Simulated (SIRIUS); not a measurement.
Runs of SIRIUS 7.10.0 on As. The typed cell holds 1 atom: a = 2.999 Å, b = 2.598 Å, c = 2.582 Å, α = 78.73°, β = 76.84°, γ = 93.49°. 

| level | gap on the mesh (eV) | pressure (GPa) |
| --- | --- | --- |
| mPWLYP | none | 13.7 |
| APBE | none | 8.4 |
| B86bPBE | none | 8.1 |
| RPBE | none | 9.3 |
| revPBE | none | (a) |
| BLYP | none | (b) |
| PW91 | none | (c) |
| PBEsol | none | 3.1 |

Alike in all rows: task single point; potentials or basis PseudoDojo 0.4.1 PBE standard (scalar relativistic); no spin polarisation; cell as given; k mesh 5 × 5 × 6; cutoff (eV) 1152; smearing fermi-dirac 0.05 eV; the mesh is coarse, so values aren't converged.

Question: Estimate the missing entries.

Answer: (a) 8.7; (b) 13.8; (c) 7.4.

Caveats: all runs use coarse meshes; the potentials were made for another functional, which shifts forces and pressure.

A k mesh can miss the band edges, and the runs leave out spin-orbit coupling on As.

A gap of «none» marks a metal or a gap under the smearing width.

Runs at the PBE level aren't shown here.
